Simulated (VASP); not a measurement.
**ZnSe (strained zincblende): one PBE single-point calculation in two programs**

```cif
data_structure
_symmetry_space_group_name_H-M 'P 1'
_symmetry_Int_Tables_number 1
_cell_length_a 3.8054
_cell_length_b 3.8054
_cell_length_c 3.8054
_cell_angle_alpha 60.000
_cell_angle_beta 60.000
_cell_angle_gamma 60.000
_cell_volume 38.96
loop_
_atom_site_label
_atom_site_type_symbol
_atom_site_fract_x
_atom_site_fract_y
_atom_site_fract_z
_atom_site_occupancy
Zn1 Zn 0.00000 0.00000 0.00000 1
Se1 Se 0.25000 0.25000 0.25000 1
```

The two codes use different PAW datasets and cutoffs. VASP's cell holds 18 valence electrons and Ansatz's 28. Ansatz's stress includes a Pulay correction; VASP's doesn't.

Cutoffs: 520 eV in VASP, 420 eV in Ansatz. k meshes: 8×8×8 and 8×8×8.

```
                               VASP    Ansatz
gap between bands v and c   1.96 eV   1.94 eV
         least direct gap   1.96 eV   1.94 eV
                 pressure  17.0 GPa  16.5 GPa
```

Band v is the last that the valence electrons fill when counted band by band, and c is the next. Levels in eV from the top of v, Ansatz:

```json
{"point": "Γ", "v−1": "0.00", "v": "0.00", "c": "1.94", "c+1": "5.72"}
{"point": "X", "v−1": "-2.81", "v": "-2.81", "c": "2.59", "c+1": "3.37"}
{"point": "K", "v−1": "-3.91", "v": "-2.31", "c": "3.39", "c+1": "5.91"}
{"point": "L", "v−1": "-1.12", "v": "-1.12", "c": "2.80", "c+1": "6.31"}
{"point": "W", "v−1": "-3.48", "v": "-3.45", "c": "5.45", "c+1": "6.25"}
```

VASP:

| point | v−1 | v | c | c+1 |
| --- | --- | --- | --- | --- |
| Γ | 0.00 | 0.00 | 1.96 | 5.70 |
| X | -2.81 | -2.81 | 2.58 | 3.36 |
| K | -3.92 | -2.31 | 3.38 | 5.91 |
| L | -1.12 | -1.12 | 2.80 | 6.30 |
| W | -3.48 | -3.46 | 5.45 | 6.25 |
